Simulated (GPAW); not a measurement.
# Pb (Fm-3m) in GPAW: settings compared, part 2 of 2

GPAW 26.7.0.

## 3. Optical spectrum, PBE

This run uses another cell than the first one, of 30.32 Å³/atom, 1.020 times its volume.

Contents of run.py:

```python
from ase import Atoms
from ase.dft.bandgap import bandgap
from ase.io import write
from gpaw import GPAW, PW
from gpaw.response.df import DielectricFunction

atoms = Atoms(['Pb'],
              cell=[[0.0, 2.47502, 2.47502],
                    [2.47502, 0.0, 2.47502],
                    [2.47502, 2.47502, 0.0]],
              scaled_positions=[[0.0, 0.0, 0.0]],
              pbc=True)

calc = GPAW(mode=PW(450),
            xc='PBE',
            kpts={'size': (8, 8, 8), 'gamma': True},
            occupations={'name': 'fermi-dirac', 'width': 0.05},
            nbands=14,
            convergence={'density': 1e-06},
            maxiter=150,
            txt='gpaw.txt')
atoms.calc = calc
energy = atoms.get_potential_energy()
calc.write('gs.gpw')
write('result.traj', atoms)
print(f'Energy: {energy:.6f} eV')
print('Fermi level:', round(calc.get_fermi_level(), 4), 'eV')
print(f'Gap: {bandgap(calc)[0]:.4f} eV, direct: {bandgap(calc, direct=True)[0]:.4f} eV')

dense = calc.fixed_density(kpts={'size': (23, 23, 23), 'gamma': True},
                           nbands=23, convergence={'bands': 17, 'eigenstates': 1e-7},
                           update_fermi_level=True, txt='dense.txt')
dense.write('dense.gpw', mode='all')

df = DielectricFunction('dense.gpw', frequencies={'type': 'nonlinear', 'domega0': 0.05, 'omega2': 10},
                        eta=0.1, ecut=50, nbands=17, rate='eta', txt='df.txt')
for direction in ['x']:
    df.get_dielectric_function(xc='RPA', direction=direction, filename=f'df_{direction}.csv')
```

Potentials or basis: GPAW PAW data sets (gpaw-data 1.2.1), pw.

Command:

```sh
> OMP_NUM_THREADS=1 python run.py
```

gpaw.txt:

```text
__  _  _
 | _ |_)|_||  |
 |__||  | ||/\| - 26.7.0

Input parameters:
  mode=PW(ecut=450.00000000000006),
  convergence={'density': 1e-06},
  kpts=MonkhorstPack(size=(8, 8, 8), gamma=True),
  maxiter=150,
  nbands=14,
  occupations=Occupations(name='fermi-dirac', width=0.05),
  xc=XC(name='PBE')

Diagonalizing LCAO Hamiltonian
Converting LCAO to pw mode

       Pb

Atoms  # Å, Bohr magnetons
|   | symbol |        x |        y |        z |    initial magnetic moments |
|---|--------|----------|----------|----------|-----------------------------|
| 0 |     Pb | 0.000000 | 0.000000 | 0.000000 | ( 0.0000,  0.0000,  0.0000) |

Unit cell  # Å
| periodic |        x |        y |        z |  lengths |    angles |
|----------|----------|----------|----------|----------|-----------|
|      yes | 0.000000 | 2.475020 | 2.475020 | 3.500207 | 60.000000 |
|      yes | 2.475020 | 0.000000 | 2.475020 | 3.500207 | 60.000000 |
|      yes | 2.475020 | 2.475020 | 0.000000 | 3.500207 | 60.000000 |

Number of symmetries: 48
Symmetry operations  # r_c * U_cc + t_c -> r_c
|    | kind |            matrix            |
|----|------|------------------------------|
|  0 |  σ   |  1, 0, 0,  1, 0,-1,  1,-1, 0 |
|  1 |  C2  |  1, 0, 0,  1,-1, 0,  1, 0,-1 |
|  2 |  E   |  1, 0, 0,  0, 1, 0,  0, 0, 1 |
|  3 |  σ   |  1, 0, 0,  0, 0, 1,  0, 1, 0 |
|  4 |  C4  |  1, 0,-1,  1, 0, 0,  1,-1, 0 |
|  5 |  S6  |  1, 0,-1,  1,-1, 0,  1, 0, 0 |
|  6 |  σ   |  1, 0,-1,  0, 1,-1,  0, 0,-1 |
|  7 |  C3  |  1, 0,-1,  0, 0,-1,  0, 1,-1 |
|  8 |  S6  |  1,-1, 0,  1, 0, 0,  1, 0,-1 |
|  9 |  C4  |  1,-1, 0,  1, 0,-1,  1, 0, 0 |
| 10 |  C3  |  1,-1, 0,  0,-1, 1,  0,-1, 0 |
| 11 |  σ   |  1,-1, 0,  0,-1, 0,  0,-1, 1 |
| 12 |  σ   |  0, 1, 0,  1, 0, 0,  0, 0, 1 |
| 13 |  C4  |  0, 1, 0,  0, 1,-1, -1, 1, 0 |
| 14 |  C3  |  0, 1, 0,  0, 0, 1,  1, 0, 0 |
| 15 |  S6  |  0, 1, 0, -1, 1, 0,  0, 1,-1 |
| 16 |  C2  |  0, 1,-1,  1, 0,-1,  0, 0,-1 |
| 17 |  σ   |  0, 1,-1,  0, 1, 0, -1, 1, 0 |
| 18 |  S4  |  0, 1,-1,  0, 0,-1,  1, 0,-1 |
| 19 |  C4  |  0, 1,-1, -1, 1, 0,  0, 1, 0 |
| 20 |  C3  |  0, 0, 1,  1, 0, 0,  0, 1, 0 |
| 21 |  σ   |  0, 0, 1,  0, 1, 0,  1, 0, 0 |
| 22 |  S6  |  0, 0, 1,  0,-1, 1, -1, 0, 1 |
| 23 |  C4  |  0, 0, 1, -1, 0, 1,  0,-1, 1 |
| 24 |  S4  |  0, 0,-1,  1, 0,-1,  0, 1,-1 |
| 25 |  C3  |  0, 0,-1,  0, 1,-1,  1, 0,-1 |
| 26 |  C2  |  0, 0,-1,  0,-1, 0, -1, 0, 0 |
| 27 |  S6  |  0, 0,-1, -1, 0, 0,  0,-1, 0 |
| 28 |  S4  |  0,-1, 1,  1,-1, 0,  0,-1, 0 |
| 29 |  C4  |  0,-1, 1,  0, 0, 1, -1, 0, 1 |
| 30 |  C2  |  0,-1, 1,  0,-1, 0,  1,-1, 0 |
| 31 |  σ   |  0,-1, 1, -1, 0, 1,  0, 0, 1 |
| 32 |  C3  |  0,-1, 0,  1,-1, 0,  0,-1, 1 |
| 33 |  S6  |  0,-1, 0,  0, 0,-1, -1, 0, 0 |
| 34 |  S4  |  0,-1, 0,  0,-1, 1,  1,-1, 0 |
| 35 |  C2  |  0,-1, 0, -1, 0, 0,  0, 0,-1 |
[... 71 lines left out ...]
      filter: 2.36  # [Å]
      core: 2.43  # [Å]
    projectors
    | kind |    occ | energy [eV] | rcut [Å] |
    |------|--------|-------------|----------|
    |   6s |  2.000 |     -11.969 |    1.259 |
    |   6p |  2.000 |      -3.506 |    1.275 |
    |   5d | 10.000 |     -21.211 |    1.217 |
    |    s |        |      15.243 |    1.259 |
    |    p |        |      23.705 |    1.275 |
    |    d |        |       6.001 |    1.217 |

    Using partial waves for Pb as LCAO basis

Reference energy: -567274.463364  # eV

eigensolver:
  PPCG
  Converge bands: occupied
  niter=2

density mixing:
  MSR1-Mixer
  Pratt-step length: 0.05
  Maximum mixing coefficient: 0.75
  Old densities: 10
  SVD Regularization: 0.005
  Good broyden scale: 1.0
  Trust region scale: 1.0
  Backstep threshold: 4.0
  History deletion threshold: 6.0
  Fourier metric: weight=20.0, sigma=0.015

occupation numbers:
  Fermi-Dirac:
    width: 0.0500  # eV

poisson solver:
  ecut: 3600.0000000000005  # eV

xc functional:
  name: PBE with 2 nearest neighbor stencil

convergence criteria:
- Maximum integral of absolute [dens]ity change: 1e-06 electrons / valence electron
- Maximum [total energy] change in last 3 cyles: 0.0005 eV / valence electron
- Maximum integral of absolute [eigenst]ate change: 4e-08 eV^2 / valence electron
maximum number of iterations: 150

SCF iterations
|iter     | |      energy | eigst |  dens |
|---------|-|-------------|-------|-------|
|iter:   1| |   -3.811786 | -0.36 |       |
|iter:   2| |   -3.811180 | -2.37 | -1.80 |
|iter:   3| |   -3.798037 | -2.58 | -1.83 |
|iter:   4| |   -3.797977 | -3.74 | -2.35 |
|iter:   5| |   -3.798051c| -4.41 | -2.76 |
|iter:   6| |   -3.798052c| -6.32 | -3.93 |
|iter:   7| |   -3.798052c| -6.84 | -4.33 |
|iter:   8| |   -3.798052c| -7.92c| -5.18 |
|iter:   9| |   -3.798052c| -8.57c| -5.68 |
|iter:  10| |   -3.798052c| -9.06c| -6.70c|

Converged in 10 steps
Energy contributions relative to reference atoms: (reference = -567274.463364)

Energy contributions:
  Kinetic:           9.579734
  Coulomb:          -9.534154
  Zero:              0.042364
  External:          0.000000
  Xc:               -3.884572
  Entropy:          -0.002847
  Spinorbit:         0.000000
  ----------------------------
  Free energy:      -3.799476
  Extrapolated:     -3.798052

dipole moment: (-20.919356, -20.919356, -20.919356)  # |e|*Ang

Fermi level: 7.589
Eigenvalues  # (at kpt = [0.000, 0.000, 0.000])
| band index |      eig [eV] | occ [0-2] |
|------------|---------------|-----------|
|          0 |        -9.436 |     2.000 |
|          1 |        -9.436 |     2.000 |
|          2 |        -9.436 |     2.000 |
|          3 |        -9.297 |     2.000 |
|          4 |        -9.297 |     2.000 |
|          5 |        -4.074 |     2.000 |
|          6 |        15.011 |     0.000 |
|          7 |        15.011 |     0.000 |
|          8 |        15.011 |     0.000 |
|          9 |        17.450 |     0.000 |
|         10 |        19.050 |     0.000 |
|         11 |        20.096 |     0.000 |
|         12 |        20.096 |     0.000 |
|         13 |        20.096 |     0.000 |

No gap
No difference between direct/indirect transitions
# Writing to gs.gpw (mode='')
```

df.txt:

```text
NonLinearFrequencyDescriptor(from 0.000 to 41.774 eV, 307 points)
NonLinearFrequencyDescriptor(from 0.000 to 41.774 eV, 307 points)

Calculating chi0 body with:
    Ground state adapter containing:
    Number of spins: 1
    Number of kpoints: 12167
    Number of irreducible kpoints: 364
    Number of completely occupied states: 6
    Number of partially occupied states: 9

    Linear response parametrization:
    q_c: [0.0, 0.0, 0.0]
    Number of frequency points: 307
[... 42 lines left out ...]
    Number of spins: 1
    Number of kpoints: 12167
    Number of irreducible kpoints: 364
    Number of completely occupied states: 6
    Number of partially occupied states: 9

Symmetries of q_c:
    Direct symmetries (Uq -> q): 48
    Indirect symmetries (TUq -> q): 0
In total 48 allowed symmetries.

Integral kind: intraband
Plasma frequency:
[[8.49-0.j 0.  +0.j 0.  +0.j]
 [0.  +0.j 8.49-0.j 0.  +0.j]
 [0.  +0.j 0.  +0.j 8.49-0.j]]

Finished calculating chi0
```

It took 2.2 min on 1 thread of Arm Neoverse V1, shared host; peak memory 0.37 GiB.

What came out:

```yaml
Free_energy: -3.7995 eV
Band_gap_on_the_k_mesh: none (metal or under the smearing width)
```

Dielectric function (mean over the directions given):
| energy (eV) | real part | imaginary part |
| --- | --- | --- |
| 0.67 | -126.95 | 51.93 |
| 1.54 | -7.09 | 19.36 |
| 2.54 | -10.21 | 21.90 |
| 3.56 | -12.59 | 9.53 |
| 4.44 | -8.26 | 3.40 |
| 5.38 | -4.82 | 1.17 |
| 6.39 | -2.67 | 0.65 |
| 7.38 | -1.39 | 0.79 |
| 8.25 | -0.93 | 0.80 |
| 9.27 | -0.70 | 0.82 |
| 10.26 | -0.56 | 0.59 |
| 11.31 | -0.30 | 0.46 |
| 12.19 | -0.07 | 0.33 |
| 13.24 | 0.12 | 0.25 |
| 14.22 | 0.28 | 0.23 |
| 15.26 | 0.43 | 0.13 |
| 16.21 | 0.63 | 0.12 |
| 17.36 | 0.83 | 0.34 |
| 18.58 | 0.83 | 0.44 |
| 19.87 | 0.69 | 0.51 |

Caveat: the intraband term hangs on this k mesh; the long-wavelength limit can be off by a per cent or two; independent-particle spectra lack excitons. The run has no spin-orbit coupling, so splittings on Pb are missing.

## 4. Equation of state, LDA

This run uses another cell than the first one, of 30.32 Å³/atom, 1.020 times its volume.

Contents of run.py:

```python
from ase import Atoms
from ase.eos import EquationOfState
from ase.io import Trajectory
from ase.units import GPa
from gpaw import GPAW, PW

atoms = Atoms(['Pb'],
              cell=[[0.0, 2.47502, 2.47502],
                    [2.47502, 0.0, 2.47502],
                    [2.47502, 2.47502, 0.0]],
              scaled_positions=[[0.0, 0.0, 0.0]],
              pbc=True)

traj = Trajectory('eos.traj', 'w')
volumes, energies = [], []
for x in [0.94, 0.96, 0.98, 1.0, 1.02, 1.04, 1.06]:
    a = atoms.copy()
    a.set_cell(atoms.cell * x**(1 / 3), scale_atoms=True)
    calc = GPAW(mode=PW(600),
                xc='LDA',
                kpts={'size': (9, 9, 9), 'gamma': True},
                occupations={'name': 'fermi-dirac', 'width': 0.05},
                nbands=14,
                convergence={'density': 1e-05, 'energy': 1e-05},
                maxiter=150,
                txt=f'eos-{x:.2f}.txt')
    a.calc = calc
    energies.append(a.get_potential_energy(force_consistent=True))
    volumes.append(a.get_volume())
    p = -a.get_stress()[:3].mean() / GPa
    calc.write(f'eos-{x:.2f}.gpw')
    traj.write(a)
    print(f'{x:.2f} {volumes[-1]:10.4f} A^3 {energies[-1]:14.6f} eV {p:9.3f} GPa', flush=True)

v0, e0, B = EquationOfState(volumes, energies, eos='birchmurnaghan').fit()
print(f'V0 = {v0:.4f} A^3, E0 = {e0:.6f} eV, B0 = {B / GPa:.2f} GPa')
```

Potentials or basis: the program's PAW data sets (release 1.2.1) made for this functional, pw.

Command:

```sh
> OMP_NUM_THREADS=1 python run.py
```

It took 60 s on 1 thread of Intel Xeon Platinum 8259CL at 2.50GHz (Skylake/Cascade Lake), shared host; peak memory 0.2 GiB.

It converged, with:

```
Equilibrium volume                      : 28.86 Å³/atom
Bulk modulus                            : 55 GPa
Pressure derivative of the bulk modulus : 5.4
```

Energy against volume, from the lowest point:
```tsv
volume (Å³/atom)	energy (meV/atom)
28.503	0.38
29.110	0.00
29.716	3.78
30.323	11.21
30.929	21.84
31.535	35.24
32.142	51.06
```

Spin-orbit coupling is left out, which matters for the levels of Pb.

## 5. Equation of state, r2SCAN

This run uses another cell than the first one, of 30.32 Å³/atom, 1.020 times its volume.

run.py: that of step 4 with these lines changed.

```diff
@@ -19,3 +19,3 @@
     calc = GPAW(mode=PW(600),
-                xc='LDA',
+                xc='MGGA_X_R2SCAN+MGGA_C_R2SCAN',
                 kpts={'size': (9, 9, 9), 'gamma': True},
```

Potentials or basis: GPAW PAW data sets (gpaw-data 1.2.1), pw.

Command:

```sh
> OMP_NUM_THREADS=1 python run.py
```

Wall time 5.3 min (1 thread of Intel Xeon Platinum 8259CL at 2.50GHz (Skylake/Cascade Lake), shared host); peak memory 0.74 GiB.

The run converged. Its results:

```yaml
Equilibrium_volume: "30.93 Å³/atom (rough: see the caveat)"
Bulk_modulus: 46 GPa (rough)
```

Energy against volume, from the lowest point:
```tsv
volume (Å³/atom)	energy (meV/atom)
28.503	32.11
29.110	17.35
29.716	7.40
30.323	1.77
30.929	0.00
31.535	1.60
32.142	6.26
```

Caveat: the points scatter about the fit; the PAW data sets were made with another functional, which shifts forces and pressure a little. Spin-orbit coupling is left out, which matters for the levels of Pb.

## 6. The runs side by side

| task | level | potentials or basis | cell | k mesh | cutoff (eV) | eta | response ecut | scissors | kernel | response k mesh | gap on the mesh (eV) |
| --- | --- | --- | --- | --- | --- | --- | --- | --- | --- | --- | --- |
| optical spectrum | PBE | GPAW PAW data sets (gpaw-data 1.2.1), pw | Fm-3m, 29.72 Å³/atom | 8 × 8 × 8 | 450 | 0.1 eV | 50 eV | 0 eV | RPA | 23 × 23 × 23 | none |
| optical spectrum | PBE | GPAW PAW data sets (gpaw-data 1.2.1), pw | Fm-3m, 30.32 Å³/atom | 8 × 8 × 8 | 450 | 0.1 eV | 50 eV | 0 eV | RPA | 23 × 23 × 23 | none |
| equation of state | LDA | the program's PAW data sets (release 1.2.1) made for this functional, pw | Fm-3m, 30.32 Å³/atom | 9 × 9 × 9 | 600 | - | - | - | - | - | - |
| equation of state | r2SCAN | GPAW PAW data sets (gpaw-data 1.2.1), pw | Fm-3m, 30.32 Å³/atom | 9 × 9 × 9 | 600 | - | - | - | - | - | - |

Alike in all rows: no spin polarisation; smearing fermi-dirac 0.05 eV.

Caveats: the intraband term hangs on this k mesh (some runs); the long-wavelength limit can be off by a per cent or two (some runs); independent-particle spectra lack excitons (some runs); the points scatter about the fit (some runs); the PAW data sets were made with another functional, which shifts forces and pressure a little (some runs).

Total energies depend on the potentials used, so only differences within one code and one set of settings carry meaning.

## 7. Against experiment

Step 4. The cell as given is a measured one (30.32 Å³/atom); LDA puts the equilibrium volume -4.8 % from it, thermal expansion not counted.
